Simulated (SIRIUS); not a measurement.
# HgTe (Coloradoite): equation of state with WC

**What was measured.**

From a printed reference work, monograph, for a bulk crystal of HgTe: bulk modulus 43 GPa.

Crystal: HgTe (Coloradoite).

```
Hg Te
1.0
     0.00000    3.21450    3.21450
     3.21450    0.00000    3.21450
     3.21450    3.21450    0.00000
Hg Te
1 1
Direct
  0.00000 0.00000 0.00000
  0.75000 0.75000 0.75000
```

* Program: SIRIUS 7.12.0
* Task: equation of state
* Functional: WC
* Potentials or basis: all-electron FP-LAPW
* Cutoff: 166 eV
* Basis: apw+lo standard
* k mesh: 7 × 7 × 7
* Occupations: fermi-dirac, width 0.05 eV
* Spin: no spin polarisation
* Muffin tin radii: Hg 2.58, Te 2.48 bohr
* Basis cutoff (gk_cutoff): 3.49 1/bohr
* Cutoff of density and potential (pw_cutoff): 20 1/bohr
* lmax of the basis: 11
* lmax of density and potential: 8
* Valence relativity: iora
* Core states: Hg 1s2s2p3s3p3d4s4p4d, Te 1s2s2p3s3p3d
* Local orbitals (radial functions): Hg 17, Te 14
* Smallest sphere radius times basis cutoff: 8.66

The equilibrium volume is 34.57 Å³/atom, the bulk modulus is 42 GPa and the pressure derivative of the bulk modulus is 5.2 (rough: it moves with the points fitted).

Energy against volume, from the lowest point:
| volume (Å³/atom) | energy (meV/atom) |
| --- | --- |
| 31.223 | 52.90 |
| 31.887 | 32.47 |
| 32.551 | 17.51 |
| 33.215 | 7.63 |
| 33.880 | 1.46 |
| 34.544 | 0.00 |
| 35.208 | 1.25 |

All runs of the series together: 12 min on 1 thread of Arm Neoverse V1 (shared host).

Measured bulk modulus of HgTe: 43 GPa (a printed reference work, monograph). This calculation gives 42 GPa (-1.4 %). The fit is for a static lattice scaled at fixed shape and fixed fractional positions.

The run has no spin-orbit coupling, so splittings on Hg, Te are missing.
